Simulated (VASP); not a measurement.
# SnTe (F-43m) in VASP: notebook, part 2 of 3

VASP 6.6.1.

## (3) Single point, PBEsol, spin-orbit coupling, no magnetisation

Input file INCAR:

```
SYSTEM = SnTe
PREC = Accurate
ENCUT = 500
EDIFF = 1E-7
ISMEAR = 0
SIGMA = 0.02
LREAL = .False.
LASPH = .True.
NELM = 100
ALGO = Normal
ISIF = 2
LWAVE = .False.
LCHARG = .False.
MAGMOM = 0 0 0 0 0 0
LORBIT = 11
LSORBIT = .True.
GGA_COMPAT = .False.
GGA = PS
NBANDS = 36
```

Input file KPOINTS:

```
regular mesh
0
Gamma
  3 3 3
  0 0 0
```

Input file POSCAR:

```
SnTe
1.0
    0.0000000000      3.6111460000      3.6111460000
    3.6111460000      0.0000000000      3.6111460000
    3.6111460000      3.6111460000      0.0000000000
Te Sn
1 1
Direct
    0.2500000000      0.2500000000      0.2500000000
    0.0000000000      0.0000000000      0.0000000000
```

Potentials or basis: VASP PAW PBE potentials, release 64 (Te, Sn_d).

The run is started by

```bash
> cat potpaw_PBE.64/Te/POTCAR potpaw_PBE.64/Sn_d/POTCAR > POTCAR
> mpirun -np 1 vasp_ncl > vasp.out
```

OUTCAR:

```text
SYSTEM = SnTe
   PREC = Accurate
   ENCUT = 500
   EDIFF = 1E-7
   ISMEAR = 0
   LREAL = .False.
   LASPH = .True.
   NELM = 100
   ISIF = 2
   LORBIT = 11
   LSORBIT = .True.
   GGA = PS

 Found      5 irreducible k-points:

 Following reciprocal coordinates:
            Coordinates               Weight
  0.000000  0.000000  0.000000      1.000000
  0.333333  0.000000  0.000000      4.000000
 -0.333333  0.000000  0.000000      4.000000
  0.333333  0.333333  0.000000      6.000000
 -0.333333  0.333333  0.000000     12.000000
   k-points           NKPTS =      5   k-points in BZ     NKDIM =      5   number of bands    NBANDS=     36
   number of dos      NEDOS =    301   number of ions     NIONS =      2
   total plane-waves  NPLWV =  64000
   dimension x,y,z NGX =    40 NGY =   40 NGZ =   40
   dimension x,y,z NGXF=    80 NGYF=   80 NGZF=   80
   ions per type =               1   1
   NGX,Y,Z   is equivalent  to a cutoff of  13.02, 13.02, 13.02 a.u.
   NGXF,Y,Z  is equivalent  to a cutoff of  26.04, 26.04, 26.04 a.u.
 SYSTEM =  SnTe
   PREC   = accura    normal or accurate (medium, high low for compatibility)
   ISTART =      0    job   : 0-new  1-cont  2-samecut
   ICHARG =      2    charge: 1-file 2-atom 10-const
   ISPIN  =      1    spin polarized calculation?
   LNONCOLLINEAR =      T non collinear calculations
   LSORBIT =      T    spin-orbit coupling
   LASPH  =      T    aspherical Exc in radial PAW
   ENCUT  =  500.0 eV  36.75 Ry    6.06 a.u.   9.31  9.31  9.31*2*pi/ulx,y,z
   NELM   =    100;   NELMIN=  2; NELMDL= -5     # of ELM steps
   EDIFF  = 0.1E-06   stopping-criterion for ELM
   LREAL  =      F    real-space projection
   EDIFFG = 0.1E-05   stopping-criterion for IOM
   NSW    =      0    number of steps for IOM
   IBRION =     -1    ionic relax: 0-MD 1-quasi-New 2-CG
   NFREE  =      0    steps in history (QN), initial steepest desc. (CG)
   ISIF   =      2    stress and relaxation
   ISYM   =      2    0-nonsym 1-usesym 2-fastsym
   POTIM  = 0.5000    time-step for ionic-motion
   TEBEG  =    0.0;   TEEND  =   0.0 temperature during run
[... 250 lines left out ...]
      0.00000      0.00000      0.00000        -0.000000     -0.000000     -0.000000
 -----------------------------------------------------------------------------------
    total drift:                               -0.000000     -0.000000     -0.000000

  FREE ENERGIE OF THE ION-ELECTRON SYSTEM (eV)
  ---------------------------------------------------
  free  energy   TOTEN  =        -7.8834919322 eV

  energy  without entropy=       -7.8834919322  energy(sigma->0) =       -7.88349193

 Spin-Orbit-Coupling matrix elements

 Ion:    1  E_soc:     -0.2247431
 l=   1
     0.0000000    -0.0374528    -0.0374528
    -0.0374528     0.0000000    -0.0374528
    -0.0374528    -0.0374528     0.0000000
 l=   2
     0.0000000     0.0000101     0.0000000     0.0000101    -0.0000144
     0.0000101     0.0000000    -0.0000108     0.0000101    -0.0000036
     0.0000000    -0.0000108     0.0000000    -0.0000108     0.0000000
     0.0000101     0.0000101    -0.0000108     0.0000000    -0.0000036
    -0.0000144    -0.0000036     0.0000000    -0.0000036     0.0000000
 l=   3
     0.0000000     0.0000000     0.0000000     0.0000000     0.0000000     0.0000000     0.0000000
     0.0000000     0.0000000     0.0000000     0.0000000     0.0000000     0.0000000     0.0000000
     0.0000000     0.0000000     0.0000000     0.0000000     0.0000000     0.0000000     0.0000000
     0.0000000     0.0000000     0.0000000     0.0000000     0.0000000     0.0000000     0.0000000
     0.0000000     0.0000000     0.0000000     0.0000000     0.0000000     0.0000000     0.0000000
     0.0000000     0.0000000     0.0000000     0.0000000     0.0000000     0.0000000     0.0000000
     0.0000000     0.0000000     0.0000000     0.0000000     0.0000000     0.0000000     0.0000000

 Ion:    2  E_soc:     -0.1049643
 l=   1
     0.0000000    -0.0113274    -0.0113274
    -0.0113274     0.0000000    -0.0113274
    -0.0113274    -0.0113274     0.0000000
 l=   2
     0.0000000    -0.0012520     0.0000000    -0.0012520    -0.0049147
    -0.0012520     0.0000000    -0.0036860    -0.0012520    -0.0012287
     0.0000000    -0.0036860     0.0000000    -0.0036860     0.0000000
    -0.0012520    -0.0012520    -0.0036860     0.0000000    -0.0012287
    -0.0049147    -0.0012287     0.0000000    -0.0012287     0.0000000
 l=   3
     0.0000000     0.0000000     0.0000000     0.0000000     0.0000000     0.0000000     0.0000000
     0.0000000     0.0000000     0.0000000     0.0000000     0.0000000     0.0000000     0.0000000
     0.0000000     0.0000000     0.0000000     0.0000000     0.0000000     0.0000000     0.0000000
     0.0000000     0.0000000     0.0000000     0.0000000     0.0000000     0.0000000     0.0000000
     0.0000000     0.0000000     0.0000000     0.0000000     0.0000000     0.0000000     0.0000000
     0.0000000     0.0000000     0.0000000     0.0000000     0.0000000     0.0000000     0.0000000
     0.0000000     0.0000000     0.0000000     0.0000000     0.0000000     0.0000000     0.0000000

 total charge

# of ion       s       p       d       tot
------------------------------------------
    1        1.394   1.927   0.017   3.338
    2        1.384   0.703   9.960  12.047
--------------------------------------------------
tot          2.778   2.630   9.977  15.384

 magnetization (x)

# of ion       s       p       d       tot
------------------------------------------
    1       -0.000  -0.000  -0.000  -0.000
    2       -0.000   0.000  -0.000   0.000
--------------------------------------------------
tot         -0.000  -0.000  -0.000  -0.000

 magnetization (y)

# of ion       s       p       d       tot
------------------------------------------
    1        0.000  -0.000  -0.000  -0.000
    2        0.000   0.000   0.000   0.000
--------------------------------------------------
tot          0.000  -0.000  -0.000  -0.000

 magnetization (z)

# of ion       s       p       d       tot
------------------------------------------
    1       -0.000  -0.000  -0.000  -0.000
    2        0.000  -0.000  -0.000   0.000
--------------------------------------------------
tot          0.000  -0.000  -0.000  -0.000
```

OSZICAR:

```text
N       E                     dE             d eps       ncg     rms          rms(c)
DAV:   1     0.161138477242E+03    0.16114E+03   -0.85939E+03   372   0.114E+03
DAV:   2     0.153856818515E+02   -0.14575E+03   -0.13935E+03   376   0.321E+02
DAV:   3    -0.689082846328E+01   -0.22277E+02   -0.21752E+02   428   0.121E+02
DAV:   4    -0.796479226886E+01   -0.10740E+01   -0.10717E+01   440   0.286E+01
DAV:   5    -0.800771730699E+01   -0.42925E-01   -0.42922E-01   512   0.548E+00    0.481E+00
DAV:   6    -0.788665481659E+01    0.12106E+00   -0.22477E-01   456   0.287E+00    0.312E+00
DAV:   7    -0.788284433963E+01    0.38105E-02   -0.60101E-02   440   0.963E-01    0.162E+00
DAV:   8    -0.788268525703E+01    0.15908E-03   -0.24319E-03   404   0.358E-01    0.608E-01
DAV:   9    -0.788302911529E+01   -0.34386E-03   -0.12197E-03   440   0.247E-01    0.137E-01
DAV:  10    -0.788331741621E+01   -0.28830E-03   -0.25052E-04   396   0.982E-02    0.384E-02
DAV:  11    -0.788346986803E+01   -0.15245E-03   -0.12443E-04   408   0.473E-02    0.205E-02
DAV:  12    -0.788348928994E+01   -0.19422E-04   -0.19837E-05   424   0.198E-02    0.179E-02
DAV:  13    -0.788349090992E+01   -0.16200E-05   -0.22645E-06   376   0.694E-03    0.671E-03
DAV:  14    -0.788349184045E+01   -0.93054E-06   -0.11352E-06   364   0.462E-03    0.320E-03
DAV:  15    -0.788349193221E+01   -0.91759E-07   -0.10269E-07   360   0.310E-03
   1 F= -.78834919E+01 E0= -.78834919E+01  d E =-.161017E-33  mag=     0.0000     0.0000     0.0000
```

stdout:

```text
POSCAR found type information on POSCAR TeSn
 POSCAR found :  2 types and       2 ions
 scaLAPACK will be used
 -----------------------------------------------------------------------------
|                                                                             |
|                                                                             |
|     You enforced a specific xc type in the INCAR file but a different       |
|     I HOPE YOU KNOW WHAT YOU ARE DOING!                                     |
|                                                                             |
 -----------------------------------------------------------------------------

 LDA part: xc-table for (Slater+PW92), standard interpolation
 POSCAR, INCAR and KPOINTS ok, starting setup
 FFT: planning ... GRIDC
 FFT: planning ... GRID_SOFT
 FFT: planning ... GRID
 WAVECAR not read
 entering main loop
```

Wall time 45 s (1 thread of Intel Xeon 6975P-C (Granite Rapids), shared host); peak memory 0.48 GiB.

The run converged, but some of its settings lie outside the range that counts as converged, so its numbers aren't taken as properties of the crystal.

What came out:

| Item | Value |
| --- | --- |
| Free energy | -7.8835 eV |
| Pressure | -2.1 GPa |
| Valence electrons inside the program's atomic spheres | Te 3.34; Sn 12.05 |

Caveat: the k mesh is coarse (spacing up to 0.50 Å⁻¹), so the values aren't converged; the PAW data sets were made with another functional, which shifts forces and pressure a little.

## (4) Single point, PBEsol, spin-orbit coupling, no magnetisation

INCAR, as its differences from that of step 3:

```diff
@@ -2,3 +2,3 @@
 PREC = Accurate
-ENCUT = 500
+ENCUT = 250
 EDIFF = 1E-7
```

Input file KPOINTS:

```
regular mesh
0
Gamma
  5 5 5
  0 0 0
```

POSCAR is that of step 3.

The run is started by

```bash
> cat potpaw_PBE.64/Te/POTCAR potpaw_PBE.64/Sn_d/POTCAR > POTCAR
> mpirun -np 1 vasp_ncl > vasp.out
```

Run time: 26 s. Hardware: 1 thread of Intel Xeon 6975P-C (Granite Rapids), shared host; peak memory 0.25 GiB.

These settings aren't checked as converged: the numbers below hold their error.

What came out:

```
Free energy                                           : -7.7631 eV
Valence electrons inside the program's atomic spheres : Te 3.35; Sn 12.04
```

Caveat: the cutoff is under 1.25 times the usual one of these potentials, so pressure, stress and relaxed cells hold a basis-set (Pulay) error; the PAW data sets were made with another functional, which shifts forces and pressure a little.

(Continued in part 3 of 3.)
